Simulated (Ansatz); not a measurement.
Ni:

```xyz
2
Lattice="2.4480 0.0000 0.0000 -1.2240 2.1201 0.0000 0.0000 0.0000 4.0728" Properties=species:S:1:pos:R:3 pbc="T T T"
Ni    1.2240    0.7067    3.0546
Ni    0.0000    1.4134    1.0182
```

This isn't the form of Ni at room conditions, which is fcc.

Program: Ansatz 0.2.0. Alike in all runs: task band structure; potentials or basis Ansatz PAW; spin collinear, ferromagnetic start; cell as given; k mesh 12 × 12 × 7.

Order these runs on this cell by their pressure, lowest first.
A. level LDA; cutoff (eV) 420; smearing fermi-dirac 0.05 eV
B. level r2SCAN; cutoff (eV) 500; smearing fermi-dirac 0.05 eV
C. level PBEsol; cutoff (eV) 420; smearing fermi-dirac 0.05 eV
D. level r2SCAN+rVV10+U; U Ni d U = 3.5 eV; cutoff (eV) 500; smearing fermi-dirac 0.1 eV; hubbard projectors ortho-atomic (the default); double counting fll (the default)

A (-10.9 GPa), C (-3.0 GPa), B (-0.5 GPa), D (17.1 GPa).

Caveats: the PAW data sets come from PBE, with cores solved anew for the run's functional, which leaves a small shift of forces and pressure; the magnetic or orbital state may not be the lowest (some runs); the U is typed as a test and isn't derived for this compound (some runs).

Not every run made on this cell is shown here.
